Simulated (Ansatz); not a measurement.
Input and command of a plane-wave DFT calculation in Ansatz:

```yaml
crystal:
  lattice:
    - [-1.6110192812, 1.6110192812, 1.6110192812]
    - [1.6110192812, -1.6110192812, 1.6110192812]
    - [1.6110192812, 1.6110192812, -1.6110192812]
  atoms:
    - { symbol: Ta, position: [0.0, 0.0, 0.0] }
basis:
  ecutwfc: 420
kpoints:
  mp_grid: { grid: [18, 18, 18] }
hamiltonian:
  xc: pbe
scf:
  occupations: { method: gaussian, width: 0.1 }
output:
  forces: true
  stress: true
  eigenvalues: true
relax:
  adjacent_minimum: "off"
  f_tol: 0.008
  max_steps: 50
  cell: { stress_tol: 0.08, p_target: 20.0 }
```

```bash
ansatz run input.yaml --threads 1 --pin off --max-ram 2560MiB --backend cpu --events-out ev --progress --plain --runs-dir out
```

Processor: Intel(R) Xeon(R) Platinum 8259CL CPU @ 2.50GHz (Skylake/Cascade Lake), 1 thread, on a host shared with other jobs.

**Question.** How long does it run, and how much memory does it take?

**Answer.** About 9.4 s on 1 thread of Intel(R) Xeon(R) Platinum 8259CL CPU @ 2.50GHz (Skylake/Cascade Lake), with other jobs on the host, peak memory 0.38 GiB. It solves 11 bands at 195 k points (the mesh reduced by the symmetry that the task leaves, which can be less than the crystal's) with about 321 plane waves (on the last cell), in 16 SCF iterations over 4 ionic steps.
